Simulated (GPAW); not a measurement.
# Zr (P6_3/mmc) in GPAW: equation of state

Aim: energy against volume of Zr in PBEsol, for its equilibrium volume and stiffness.

Program: GPAW 26.7.0. These are calculated values, not measurements. Logs are shortened: lines on timing, memory, paths and dates and some standing lists are left out, and cuts for length are marked. The log counts tension as positive stress, the text compression.

## Step 1: The structure

It takes space group P6_3/mmc (No. 194, hexagonal). Conventional cell: a = 3.232 Å, b = 3.232 Å, c = 5.147 Å, α = 90.00°, β = 90.00°, γ = 120.00°. Around Zr (site symmetry -6m2) lie 12 Zr at 3.18 to 3.23 Å.

## Step 2: Equation of state, PBEsol

run.py

```python
from ase import Atoms
from ase.eos import EquationOfState
from ase.io import Trajectory
from ase.units import GPa
from gpaw import GPAW, PW, setup_paths

setup_paths.insert(0, '.')

atoms = Atoms(['Zr', 'Zr'],
              cell=[[3.232, 0.0, 0.0],
                    [-1.616, 2.798994105, 0.0],
                    [0.0, 0.0, 5.147]],
              scaled_positions=[[0.6666666667, 0.3333333333, 0.75],
                                [0.3333333333, 0.6666666667, 0.25]],
              pbc=True)

traj = Trajectory('eos.traj', 'w')
volumes, energies = [], []
for x in [0.94, 0.96, 0.98, 1.0, 1.02, 1.04, 1.06]:
    a = atoms.copy()
    a.set_cell(atoms.cell * x**(1 / 3), scale_atoms=True)
    calc = GPAW(mode=PW(600),
                xc='PBEsol',
                kpts={'size': (9, 9, 5), 'gamma': True},
                occupations={'name': 'fermi-dirac', 'width': 0.05},
                nbands=24,
                convergence={'density': 1e-05, 'energy': 1e-05},
                maxiter=150,
                txt=f'eos-{x:.2f}.txt')
    a.calc = calc
    energies.append(a.get_potential_energy(force_consistent=True))
    volumes.append(a.get_volume())
    p = -a.get_stress()[:3].mean() / GPa
    calc.write(f'eos-{x:.2f}.gpw')
    traj.write(a)
    print(f'{x:.2f} {volumes[-1]:10.4f} A^3 {energies[-1]:14.6f} eV {p:9.3f} GPa', flush=True)

v0, e0, B = EquationOfState(volumes, energies, eos='birchmurnaghan').fit()
print(f'V0 = {v0:.4f} A^3, E0 = {e0:.6f} eV, B0 = {B / GPa:.2f} GPa')
```

Potentials or basis: PAW data sets generated in the run's folder for this functional, pw.

The run is started by

```
$ gpaw-setup -f PBEsol Zr
$ OMP_NUM_THREADS=1 python run.py
```

The log of the run:

```text
__  _  _
 | _ |_)|_||  |
 |__||  | ||/\| - 26.7.0

Input parameters:
  mode=PW(ecut=600.0),
  convergence={'density': 1e-05, 'energy': 1e-05},
  kpts=MonkhorstPack(size=(9, 9, 5), gamma=True),
  maxiter=150,
  nbands=24,
  occupations=Occupations(name='fermi-dirac', width=0.05),
  xc=XC(name='PBEsol')

Diagonalizing LCAO Hamiltonian
Converting LCAO to pw mode

           Zr

        Zr

Atoms  # Å, Bohr magnetons
|   | symbol |         x |        y |        z |    initial magnetic moments |
|---|--------|-----------|----------|----------|-----------------------------|
| 0 |     Zr |  1.583011 | 0.913952 | 3.781447 | ( 0.0000,  0.0000,  0.0000) |
| 1 |     Zr | -0.000000 | 1.827904 | 1.260482 | ( 0.0000,  0.0000,  0.0000) |

Unit cell  # Å
| periodic |         x |        y |        z |  lengths |     angles |
|----------|-----------|----------|----------|----------|------------|
|      yes |  3.166022 | 0.000000 | 0.000000 | 3.166022 |  90.000000 |
|      yes | -1.583011 | 2.741856 | 0.000000 | 3.166022 |  90.000000 |
|      yes |  0.000000 | 0.000000 | 5.041930 | 5.041930 | 120.000000 |

Number of symmetries: 12
Symmetry operations  # r_c * U_cc + t_c -> r_c
|    | kind |            matrix            |
|----|------|------------------------------|
|  0 |  σ   |  1, 1, 0,  0,-1, 0,  0, 0, 1 |
|  1 |  S6  |  1, 1, 0, -1, 0, 0,  0, 0,-1 |
|  2 |  E   |  1, 0, 0,  0, 1, 0,  0, 0, 1 |
|  3 |  C2  |  1, 0, 0, -1,-1, 0,  0, 0,-1 |
|  4 |  C2  |  0, 1, 0,  1, 0, 0,  0, 0,-1 |
|  5 |  C3  |  0, 1, 0, -1,-1, 0,  0, 0, 1 |
|  6 |  S6  |  0,-1, 0,  1, 1, 0,  0, 0,-1 |
|  7 |  σ   |  0,-1, 0, -1, 0, 0,  0, 0, 1 |
|  8 |  σ   | -1, 0, 0,  1, 1, 0,  0, 0, 1 |
|  9 |  i   | -1, 0, 0,  0,-1, 0,  0, 0,-1 |
| 10 |  C3  | -1,-1, 0,  1, 0, 0,  0, 0, 1 |
| 11 |  C2  | -1,-1, 0,  0, 1, 0,  0, 0,-1 |

BZ-sampling:
  Number of BZ points: 405
  Number of IBZ points: 50

  Monkhorst-Pack size: [9, 9, 5]
  Monkhorst-Pack shift: [0, 0, 0]

K-points  # in reciprocal-cell coordinates
|     |                                coordinates |     weight |
|-----|--------------------------------------------|------------|
|   0 | (  0.00000000,   0.00000000,   0.00000000) | 0.00246914 |
|   1 | (  0.00000000,   0.00000000,   0.20000000) | 0.00493827 |
|   2 | (  0.00000000,   0.00000000,   0.40000000) | 0.00493827 |
|   3 | (  0.11111111,   0.00000000,  -0.40000000) | 0.01481481 |
|   4 | (  0.11111111,   0.00000000,  -0.20000000) | 0.01481481 |
|   5 | (  0.11111111,   0.00000000,   0.00000000) | 0.01481481 |
|   6 | (  0.11111111,   0.00000000,   0.20000000) | 0.01481481 |
|   7 | (  0.11111111,   0.00000000,   0.40000000) | 0.01481481 |
|   8 | (  0.22222222,  -0.11111111,   0.00000000) | 0.01481481 |
|   9 | (  0.22222222,  -0.11111111,   0.20000000) | 0.02962963 |
| ... |                                            |            |
|  49 | (  0.44444444,   0.44444444,   0.40000000) | 0.02962963 |

Plane wave coefficients: 1479
Cutoff: 600.0 eV

Spin-components: 1 (collinear spins)
Bands:           24
Projectors:      12
Spin-degeneracy: 2
Datatype:        complex128

Parallelization:
  kpt:    1
  domain: 1
  band:   1

Density:
  Valence electrons: 24.0
  Components: 1
  Grid points: [18 18 30]
  Charge: 0.0  # |e|

Potential:
  Grid points: [18 18 30]

species:
  Zr:
    name:    Zirconium
    Z:       40.0
    valence: 12
    core:    28
    charge:  0.0  # [|e|]
    compensation charges:
      type: gauss
      rc: 0.40  # [Å]
      lmax: 2
    cutoffs:
      filter: 2.39  # [Å]
      core: 1.59  # [Å]
    projectors
    | kind |    occ | energy [eV] | rcut [Å] |
    |------|--------|-------------|----------|
    |   4s |  2.000 |     -54.429 |    1.323 |
    |   5s |  2.000 |      -4.463 |    1.323 |
    |   4p |  6.000 |     -32.434 |    1.334 |
    |   5p |  0.000 |      -1.454 |    1.334 |
    |   4d |  2.000 |      -3.613 |    1.244 |
    |    d |        |      23.598 |    1.244 |

    Using partial waves for Zr as LCAO basis

Reference energy: -195675.701761  # eV

eigensolver:
  PPCG
  Converge bands: occupied
  niter=2

density mixing:
  MSR1-Mixer
  Pratt-step length: 0.05
  Maximum mixing coefficient: 0.75
  Old densities: 10
  SVD Regularization: 0.005
  Good broyden scale: 1.0
  Trust region scale: 1.0
  Backstep threshold: 4.0
  History deletion threshold: 6.0
  Fourier metric: weight=20.0, sigma=0.015

occupation numbers:
  Fermi-Dirac:
    width: 0.0500  # eV

poisson solver:
  ecut: 4800.0  # eV

xc functional:
  name: PBEsol with 2 nearest neighbor stencil

convergence criteria:
- Maximum integral of absolute [dens]ity change: 1e-05 electrons / valence electron
- Maximum [total energy] change in last 3 cyles: 1e-05 eV / valence electron
- Maximum integral of absolute [eigenst]ate change: 4e-08 eV^2 / valence electron
maximum number of iterations: 150

SCF iterations
|iter     | |      energy | eigst |  dens |
|---------|-|-------------|-------|-------|
|iter:   1| |  -16.177130 | +0.27 |       |
|iter:   2| |  -16.136348 | -1.44 | -1.32 |
|iter:   3| |  -15.901180 | -1.48 | -1.35 |
|iter:   4| |  -15.902582 | -2.77 | -1.97 |
|iter:   5| |  -15.903933 | -4.26 | -2.40 |
|iter:   6| |  -15.903937 | -5.72 | -3.67 |
|iter:   7| |  -15.903938c| -7.12 | -4.26 |
|iter:   8| |  -15.903938c| -8.23c| -5.05c|

Converged in 8 steps
Energy contributions relative to reference atoms: (reference = -195675.701761)

Energy contributions:
  Kinetic:           8.385328
  Coulomb:          -8.243454
  Zero:              0.732953
  External:          0.000000
  Xc:              -16.770156
  Entropy:          -0.017217
  Spinorbit:         0.000000
  ----------------------------
  Free energy:     -15.912547
  Extrapolated:    -15.903938

dipole moment: (0.000000, 0.000001, 0.000001)  # |e|*Ang

Fermi level: 10.024
Eigenvalues  # (at kpt = [0.000, 0.000, 0.000])
| band index |      eig [eV] | occ [0-2] |
|------------|---------------|-----------|
|          0 |       -38.601 |     2.000 |
|        ... |               |           |
|          2 |       -17.289 |     2.000 |
|          3 |       -16.228 |     2.000 |
|          4 |       -16.228 |     2.000 |
|          5 |       -16.056 |     2.000 |
|          6 |       -16.056 |     2.000 |
|          7 |       -16.053 |     2.000 |
[... 8 lines left out ...]
|         16 |        12.252 |     0.000 |
|         17 |        12.252 |     0.000 |
|        ... |               |           |
|         23 |        27.886 |     0.000 |

No gap
No difference between direct/indirect transitions

Stress tensor  # eV/Ang^3
|         x |         y |         z |
|-----------|-----------|-----------|
| -0.012622 |  0.000000 |  0.000000 |
|  0.000000 | -0.012622 |  0.000000 |
|  0.000000 |  0.000000 | -0.021063 |

# Writing to eos-0.94.gpw (mode='')
```

Run time: 3.4 min. Hardware: 1 thread of Arm Neoverse V1, shared host; peak memory 0.33 GiB.

What came out:

```
Equilibrium volume                        : 22.44 Å³/atom
Bulk modulus at fixed shape and positions : 100 GPa
Pressure derivative of the bulk modulus   : 3.2
```

Energy against volume, from the lowest point:
| volume (Å³/atom) | energy (meV/atom) |
| --- | --- |
| 21.884 | 4.38 |
| 22.350 | 0.00 |
| 22.815 | 1.75 |
| 23.281 | 9.09 |
| 23.746 | 21.56 |
| 24.212 | 38.73 |
| 24.678 | 60.23 |

Caveat: the cell was scaled at fixed shape and fractional positions, which overstates the stiffness of a crystal with free parameters, most of all of layers and chains.
